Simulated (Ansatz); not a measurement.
## GaN (P6_3mc): gap, valleys and masses

```
CELL_PARAMETERS angstrom
3.18257 0.00000 0.00000
-1.59129 2.75619 0.00000
0.00000 0.00000 5.18541
ATOMIC_POSITIONS crystal
Ga 0.33333 0.66667 0.99919
Ga 0.66667 0.33333 0.49919
N 0.33333 0.66667 0.37581
N 0.66667 0.33333 0.87581
```

Computed, not measured; unless marked otherwise by PBEsol, all-electron LAPW in Ansatz 0.2.0, scalar-relativistic. k mesh 8×8×4, fixed occupations, basis error target 1 meV/atom. The cell was relaxed by PAW under this functional.

Extrema are searched on a 12×12×6 mesh and refined by Newton steps; masses come from band slopes 0.005 Å⁻¹ away, 1/m* = (1/ħ²) d²E/dk², negative for holes (the finite step makes the lightest masses up to about 3 % heavy). k is in units of the reciprocal vectors.

Where are the band edges, and is the gap direct?

The valence maximum lies at Gamma (0.000, 0.000, 0.000) and the conduction minimum at Gamma (0.000, 0.000, 0.000), so the Kohn-Sham gap of 1.891 eV is direct.

What are the electron masses at the edge?

The principal masses are 0.157, 0.174, 0.174 mₑ. One valley has a density-of-states mass (m₁m₂m₃)^(1/3) = 0.168; the direction-averaged conductivity mass 3/Σ(1/mᵢ) is 0.168 mₑ.

Several bands lie at or near the hole edge, or its surface isn't an ellipsoid. What are the masses by direction?

| direction | branch from the edge | its level at the point (eV from the edge) | m*/mₑ |
| --- | --- | --- | --- |
| x | 1 | 0.000 | -2.2 |
| x | 2 | 0.000 | -0.168 |
| x | 3 | -0.044 | -1.38 |
| y | 1 | 0.000 | -2.2 |
| y | 2 | 0.000 | -0.168 |
| y | 3 | -0.044 | -1.38 |
| z | 1 | 0.000 | -2.06 |
| z | 2 | 0.000 | -2.06 |
| z | 3 | -0.044 | -0.139 |
| x+y | 1 | 0.000 | -2.2 |
| x+y | 2 | 0.000 | -0.168 |
| x+y | 3 | -0.044 | -1.38 |
| x+z | 1 | 0.000 | -2.13 |
| x+z | 2 | 0.000 | -0.314 |
| x+z | 3 | -0.044 | -0.25 |
| y+z | 1 | 0.000 | -2.13 |
| y+z | 2 | 0.000 | -0.314 |
| y+z | 3 | -0.044 | -0.25 |
| x+y+z | 1 | 0.000 | -2.15 |
| x+y+z | 2 | 0.000 | -0.244 |
| x+y+z | 3 | -0.044 | -0.343 |

Along the Cartesian direction y+z the conduction slope is 0.2314 eV·Å one step out. What is it four steps out, and what does that say?

0.9166 eV·Å, 3.961 times the first; a parabola would give 4, so the band is nearly parabolic here.

What electronic dielectric constant and refractive index follow from the same bands (independent particles)?

ε∞ = (5.96, 5.96, 6.15), so n ≈ √ε∞ = 2.45 (mean over directions) well under the gap and the normal reflectivity is ((n − 1)/(n + 1))² = 0.177. With the conductivity mass, a hydrogenic donor screened by ε∞ alone would bind by 13.6 eV × m*/ε∞² = 63 meV; static screening by the ions makes it shallower. Local fields, left out here, lower ε∞ by several per cent.

What gap does PAW give in the same cell?

1.875 eV, -16 meV from the LAPW value.

Cells strained by ±0.5 % (all lengths, zz alone, equal engineering shears γ in yz, zx, xy; ions relaxed) give deformation potentials. How do the edge levels move, in eV per unit strain against the centre of the top valence set?

| point | k | side | bands | level (eV) | d/dlnV | d/dε_zz | d/dγ | split/ε_zz | split/γ |
| --- | --- | --- | --- | --- | --- | --- | --- | --- | --- |
| Gamma | 0.00 0.00 0.00 | valence | 2 | 0.000 | 0.00 | 0.00 | 0.00* | 0.00 | 5.32 |
| Gamma | 0.00 0.00 0.00 | conduction | 1 | 1.891 | -6.61 | -10.24 | -0.21* | – | – |
| A | 0.00 0.00 -0.50 | conduction | 2 | 4.218 | -6.32 | -4.99 | -0.21 | 0.00 | 0.13 |
| M | -0.50 0.00 0.00 | valence | 1 | -1.012 | 1.24 | 0.21 | 4.68 | – | – |
| M | -0.50 0.00 0.00 | conduction | 1 | 4.946 | -2.77 | 2.43 | 10.05 | – | – |
| M | -0.50 0.50 0.00 | valence | 1 | -1.012 | 1.24 | 0.21 | -5.09 | – | – |
| M | -0.50 0.50 0.00 | conduction | 1 | 4.946 | -2.77 | 2.43 | -10.46 | – | – |
| M | 0.00 -0.50 0.00 | valence | 1 | -1.012 | 1.24 | 0.21 | -0.21 | – | – |
| M | 0.00 -0.50 0.00 | conduction | 1 | 4.946 | -2.77 | 2.43 | -0.21 | – | – |
| L | -0.50 0.00 -0.50 | conduction | 2 | 4.303 | -3.07 | -7.91 | 2.21 | 0.00 | 7.56 |
| L | -0.50 0.50 -0.50 | conduction | 2 | 4.303 | -3.07 | -7.91 | -2.63 | 0.00 | 2.03 |
| L | 0.00 -0.50 -0.50 | conduction | 2 | 4.303 | -3.07 | -7.91 | -0.21 | 0.00 | 5.54 |

Sets with another level within 0.15 eV are left out, since it mixes in under strain; the reference set stays in any case. Entries marked * vanish by symmetry to first order; what they show is the residue of the finite step. These cells use a basis error target of 0.5 meV/atom.

Keep in mind: no spin-orbit coupling on heavy atoms; semilocal gaps are low, and what follows the gap (onsets, screening, light masses) shifts with it; without spin-orbit coupling, bands that meet at the valence top are not the light and heavy holes of experiment; the frozen-core PAW files of the compared runs were fitted under PBE, their cores solved anew for this functional.
